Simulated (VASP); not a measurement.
# CdTe (F-43m) in VASP: notebook, part 2 of 2

VASP 6.6.1. Earlier steps stand in the parts before.

### Step 4. Single point, LDA (grid = ENCUT=400 dk=0.6 cell=2x2x1 ISMEAR=0 SIGMA=0.05 LREAL=Auto EDIFF=1e-06)

Input file INCAR:

```
PREC = Accurate ; ENCUT = 400
EDIFF = 1E-6 ; ISMEAR = 0
SIGMA = 0.05 ; LREAL = Auto
LASPH = T ; NELM = 120
ALGO = Fast ; ISIF = 2
LWAVE = F ; LCHARG = F
NBANDS = 44
```

Input file KPOINTS:

```
regular mesh
0
Gamma
  3 3 3
```

Input file POSCAR:

```
CdTe
1.0
    0.0000000000      6.4100000000      6.4100000000
    6.4100000000      0.0000000000      6.4100000000
    3.2050000000      3.2050000000      0.0000000000
Cd Te
4 4
Direct
    0.3750000000      0.3750000000      0.7500000000
    0.0000000000      0.0000000000      0.0000000000
    0.5000000000      0.0000000000      0.0000000000
    0.5000000000      0.5000000000      0.0000000000
    0.3750000000      0.8750000000      0.7500000000
    0.8750000000      0.3750000000      0.7500000000
    0.8750000000      0.8750000000      0.7500000000
    0.0000000000      0.5000000000      0.0000000000
```

Potentials or basis: VASP PAW LDA potentials, release 64 (Cd, Te).

Launch:

```console
> cat potpaw_LDA.64/Cd/POTCAR potpaw_LDA.64/Te/POTCAR > POTCAR
> mpirun -np 1 vasp_std > vasp.out
```

OUTCAR:

```text
PREC = Accurate
   ENCUT = 400
   EDIFF = 1E-6
   ISMEAR = 0
   LREAL = Auto
   LASPH = T
   NELM = 120
   ISIF = 2

 Found     10 irreducible k-points:

 Following reciprocal coordinates:
            Coordinates               Weight
  0.000000  0.000000  0.000000      1.000000
  0.333333  0.000000  0.000000      2.000000
  0.000000 -0.333333  0.000000      2.000000
  0.333333  0.333333  0.000000      2.000000
 -0.333333  0.333333  0.000000      2.000000
  0.000000  0.000000  0.333333      4.000000
   k-points           NKPTS =     10   k-points in BZ     NKDIM =     10   number of bands    NBANDS=     44
   number of dos      NEDOS =    301   number of ions     NIONS =      8
   total plane-waves  NPLWV = 108000
   dimension x,y,z NGX =    60 NGY =   60 NGZ =   30
   dimension x,y,z NGXF=   120 NGYF=  120 NGZF=   60
   ions per type =               4   4
   NGX,Y,Z   is equivalent  to a cutoff of  11.00, 11.00, 11.00 a.u.
   NGXF,Y,Z  is equivalent  to a cutoff of  22.01, 22.01, 22.01 a.u.
 SYSTEM =  unknown system
   PREC   = accura    normal or accurate (medium, high low for compatibility)
   ISTART =      0    job   : 0-new  1-cont  2-samecut
   ICHARG =      2    charge: 1-file 2-atom 10-const
   ISPIN  =      1    spin polarized calculation?
   LNONCOLLINEAR =      F non collinear calculations
   LSORBIT =      F    spin-orbit coupling
   LASPH  =      T    aspherical Exc in radial PAW
   ENCUT  =  400.0 eV  29.40 Ry    5.42 a.u.  14.78 14.78  7.39*2*pi/ulx,y,z
   NELM   =    120;   NELMIN=  2; NELMDL= -5     # of ELM steps
   EDIFF  = 0.1E-05   stopping-criterion for ELM
   LREAL  =      T    real-space projection
   EDIFFG = 0.1E-04   stopping-criterion for IOM
   NSW    =      0    number of steps for IOM
   IBRION =     -1    ionic relax: 0-MD 1-quasi-New 2-CG
   NFREE  =      0    steps in history (QN), initial steepest desc. (CG)
   ISIF   =      2    stress and relaxation
   ISYM   =      2    0-nonsym 1-usesym 2-fastsym
   POTIM  = 0.5000    time-step for ionic-motion
   TEBEG  =    0.0;   TEEND  =   0.0 temperature during run
   PSTRESS=    0.0 pullay stress
   NELECT =      72.0000    total number of electrons
   NUPDOWN=      -1.0000    fix difference up-down
   EMIN   =  10.00;   EMAX   =-10.00  energy-range for DOS
   EFERMI =   0.00;   METHOD = LEGACY
   ISMEAR =     0;   SIGMA  =   0.05  broadening in eV -4-tet -1-fermi 0-gaus
   EFERMI_NEDOS =   21; number of points for ismear=-14 and -15
   IALGO  =     68    algorithm
   IMIX   =      4    mixing-type and parameters
     AMIX     =   0.40;   BMIX     =  1.00
     AMIX_MAG =   1.60;   BMIX_MAG =  1.00
  volume/ion in A,a.u.               =      32.92       222.17
  Fermi-wavevector in a.u.,A,eV,Ry     =   1.062497  2.007828 15.359610  1.128899
  Thomas-Fermi vector in A             =   2.197950
   LORBIT       =      0    0 simple, 1 ext, 2 COOP (PROOUT), +10 PAW based schemes
   GGA     = CA    functional components
   LHFCALC =     F    Hartree Fock is set to
   AEXX    =    0.0000 exact exchange contribution
   IVDW    =     0    specifies the selected vdW correction
   LEPSILON=     F    determine dielectric tensor
   LRPA    =     F    only Hartree local field effects (RPA)
 non-spin polarized calculation
 RMM-DIIS sequential band-by-band and
 Gauss-broadening in eV      SIGMA  =   0.05
  energy-cutoff  :      400.00
  volume of cell :      263.37
 maximum number of plane-waves:      4817
   NGX = 29   NGY = 29   NGZ = 15

 number of electron      72.0000043 magnetization

 Free energy of the ion-electron system (eV)
  ---------------------------------------------------
  ext. energy  EPLUGINS =         0.00000000
  ---------------------------------------------------
  free energy    TOTEN  =       -19.99384017 eV

  energy without entropy =      -19.99303854  energy(sigma->0) =      -19.99343936

 E-fermi :   3.3893     XC(G=0):  -9.1194

 val. band max:        3.3231059491   @ k =   0.3333   0.3333   0.0000
 cond. band min:       3.4723282479   @ k =   0.3333   0.0000   0.3333
 fundamental gap:      0.1492222988
 Fermi energy:         3.3893084027

 k-point     1 :       0.0000    0.0000    0.0000
  band No.  band energies     occupation
      1     -10.7946      2.00000
      2      -8.8463      2.00000
      3      -8.4423      2.00000
      4      -7.2582      2.00000
      5      -5.9435      2.00000
      6      -5.8607      2.00000
[... 271 lines left out ...]
     43       6.3525      0.00000
     44       6.9891      0.00000

 [... further k-points ...]

------------------------ aborting loop because EDIFF is reached ----------------------------------------

  FORCE on cell =-STRESS in cart. coord.  units (eV):
  Direction    XX          YY          ZZ          XY          YZ          ZX
  --------------------------------------------------------------------------------------
  -------------------------------------------------------------------------------------
  Total        4.4085964      4.4085964      5.2237589     -1.0894890     -1.4705205      1.4705206
  in kB       26.8186455     26.8186455     31.7774920     -6.6276469     -8.9455608      8.9455615
  external PRESSURE =      28.4715944 kB  Pullay stress =       0.0000000 kB

 VOLUME and BASIS-vectors are now :
 -----------------------------------------------------------------------------
  energy-cutoff  :      400.00
  volume of cell :      263.37
      direct lattice vectors                 reciprocal lattice vectors
     0.000000000  6.410000000  6.410000000    -0.078003120  0.078003120  0.078003120
     6.410000000  0.000000000  6.410000000     0.078003120 -0.078003120  0.078003120
     3.205000000  3.205000000  0.000000000     0.156006240  0.156006240 -0.156006240

 POSITION                                       TOTAL-FORCE (eV/Angst)
 -----------------------------------------------------------------------------------
      4.80750      4.80750      4.80750        -0.333379      0.333379      0.237462
      0.00000      0.00000      0.00000        -0.144622      0.144622      0.093874
      0.00000      3.20500      3.20500         0.240590     -0.240590      0.143250
      3.20500      3.20500      6.41000         0.119005     -0.119005     -0.670223
      8.01250      4.80750      8.01250         0.124243     -0.124243      0.131000
      4.80750      8.01250      8.01250        -0.233938      0.233938     -0.889802
      8.01250      8.01250     11.21750         0.920610     -0.920610      1.189316
      3.20500      0.00000      3.20500        -0.692509      0.692509     -0.234878
 -----------------------------------------------------------------------------------
    total drift:                               -0.000677      0.000676      0.000236

  FREE ENERGIE OF THE ION-ELECTRON SYSTEM (eV)
  ---------------------------------------------------
  free  energy   TOTEN  =       -19.9938401710 eV

  energy  without entropy=      -19.9930385423  energy(sigma->0) =      -19.99343936
```

stdout:

```text
POSCAR found type information on POSCAR CdTe
 POSCAR found :  2 types and       8 ions
 scaLAPACK will be used
 -----------------------------------------------------------------------------
|                                                                             |
|                                                                             |
|     You have a (more or less) 'small supercell' and for smaller cells       |
|     it is recommended to use the reciprocal-space projection scheme!        |
|     The real-space optimization is not efficient for small cells and it     |
|     is also less accurate ...                                               |
|     Therefore, set LREAL=.FALSE. in the INCAR file.                         |
|                                                                             |
 -----------------------------------------------------------------------------

 LDA part: xc-table for (Slater(with rela. corr.)+CA(PZ))
 , standard interpolation
 POSCAR, INCAR and KPOINTS ok, starting setup
 FFT: planning ... GRIDC
 FFT: planning ... GRID_SOFT
 FFT: planning ... GRID
 WAVECAR not read
 entering main loop
```

Wall time 2 min (1 thread of AMD EPYC 7R43 (Zen 3), shared host); peak memory 0.22 GiB.

These settings aren't checked as converged: the numbers below hold their error.

What came out:

- Free energy: -19.9938 eV
- Pressure: 2.8 GPa
- Largest force: 1.763 eV/Å
- Band gap on the k mesh: 0.15 eV, indirect (least direct gap 0.33 eV)

Caveat: the k mesh is coarse (spacing up to 0.57 Å⁻¹), so the values aren't converged; spin-orbit coupling is left out, which moves the levels of the heavy elements.

### Step 5. Single point, LDA (grid = ENCUT=280 dk=0.45 cell=2x2x1 ISMEAR=0 SIGMA=0.05 LREAL=Auto EDIFF=1e-06)

INCAR: that of step 4 with these lines changed.

```diff
@@ -1,2 +1,2 @@
-PREC = Accurate ; ENCUT = 400
+PREC = Accurate ; ENCUT = 280
 EDIFF = 1E-6 ; ISMEAR = 0
```

Input file KPOINTS:

```
regular mesh
0
Gamma
  4 4 4
```

POSCAR is that of step 4.

Launch:

```console
> cat potpaw_LDA.64/Cd/POTCAR potpaw_LDA.64/Te/POTCAR > POTCAR
> mpirun -np 1 vasp_std > vasp.out
```

Run time: 3.8 min. Hardware: 1 thread of AMD EPYC 7R43 (Zen 3), shared host; peak memory 0.21 GiB.

These settings aren't checked as converged: the numbers below hold their error.

Results:

- Free energy: -20.0065 eV
- Largest force: 1.481 eV/Å
- Band gap on the k mesh: none (metal or under the smearing width)

Caveat: the k mesh is coarse (spacing up to 0.42 Å⁻¹), so the values aren't converged; the cutoff is under 1.25 times the usual one of these potentials, so pressure, stress and relaxed cells hold a basis-set (Pulay) error.

### Step 6. The reference run

An earlier run on the cell as given: functional PBEsol; potentials or basis VASP PAW PBE potentials, release 64 (Te, Cd); cutoff 520 eV; k mesh 7 × 7 × 7; occupations fermi-dirac, width 0.05 eV; no spin polarisation.

- Pressure: 1.9 GPa
- Band gap on the k mesh: 0.76 eV, direct
